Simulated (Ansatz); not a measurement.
# MgZn2O3: the cost of one run

Program: Ansatz 0.2.0. Level of theory: DFT PBE, scalar-relativistic, plane waves, PAW. These are calculated values, not measurements.

## (1) The system as given

It takes space group P6_3mc (No. 186, hexagonal). The conventional cell has a = 3.281 Å, b = 3.281 Å, c = 15.765 Å, α = 90.00°, β = 90.00°, γ = 120.00°. Mg (site symmetry 3m) is surrounded by 4 O at 1.99 to 2.01 Å. Around Zn (site symmetry 3m) lie 4 O at 1.99 to 2.01 Å. Around O (site symmetry 3m) lie 4 Zn at 1.99 to 2.01 Å. O (site symmetry 3m) has 3 Zn at 1.99 Å and 1 Mg at 2.01 Å in its first shell of neighbours. Around O (site symmetry 3m) lie 3 Mg at 1.99 Å and 1 Zn at 2.01 Å.

Structure file:

```xyz
12
Lattice="3.2814 0.0000 0.0000 -1.6407 2.8418 0.0000 0.0000 0.0000 15.7651" Properties=species:S:1:pos:R:3 pbc="T T T"
Mg    0.0000    1.8945    5.2550
Mg    1.6407    0.9473   13.1376
Zn    0.0000    1.8945    0.0000
Zn    0.0000    1.8945   10.5100
Zn    1.6407    0.9473    2.6275
Zn    1.6407    0.9473    7.8825
O     0.0000    1.8945    2.0079
O     0.0000    1.8945    7.2630
O     0.0000    1.8945   12.5180
O     1.6407    0.9473    4.6355
O     1.6407    0.9473    9.8905
O     1.6407    0.9473   15.1455
```

The start is an ordering of an alloy on its end members' structure types: elements ordered on the sites of the ZnO type, Zn/Mg on Zn (P6_3mc, No. 186).

## (2) A first look at the guess

input.yaml

```yaml
crystal:
  lattice:
    - [3.28138322, 0.0, 0.0]
    - [-1.64069161, 2.84176123, 0.0]
    - [0.0, 0.0, 15.76506679]
  atoms:
    - { symbol: Mg, position: [0.33333333, 0.66666667, 0.33333333] }
    - { symbol: Mg, position: [0.66666667, 0.33333333, 0.83333333] }
    - { symbol: Zn, position: [0.33333333, 0.66666667, 0.0] }
    - { symbol: Zn, position: [0.33333333, 0.66666667, 0.66666667] }
    - { symbol: Zn, position: [0.66666667, 0.33333333, 0.16666667] }
    - { symbol: Zn, position: [0.66666667, 0.33333333, 0.5] }
    - { symbol: O, position: [0.33333333, 0.66666667, 0.12736666] }
    - { symbol: O, position: [0.33333333, 0.66666667, 0.4607] }
    - { symbol: O, position: [0.33333333, 0.66666667, 0.79403333] }
    - { symbol: O, position: [0.66666667, 0.33333333, 0.29403333] }
    - { symbol: O, position: [0.66666667, 0.33333333, 0.62736666] }
    - { symbol: O, position: [0.66666667, 0.33333333, 0.9607] }
basis:
  ecutwfc: 420
kpoints:
  mp_grid: { grid: [6, 6, 1] }
hamiltonian:
  xc: pbe
scf:
  occupations: { method: gaussian, width: 0.1 }
  lower_state_search: "off"
output:
  forces: true
  stress: true
  eigenvalues: true
```

Run with:

```console
ansatz run input.yaml --threads 1 --pin off --max-ram 2560MiB --backend cpu --events-out ev --progress --plain --runs-dir out
```

**Question.** How long does this run take on 1 thread of Intel Xeon at 2.50GHz (Skylake/Cascade Lake), shared host, and how much memory does it need?

About 11 s, with a peak of 0.4 GiB.
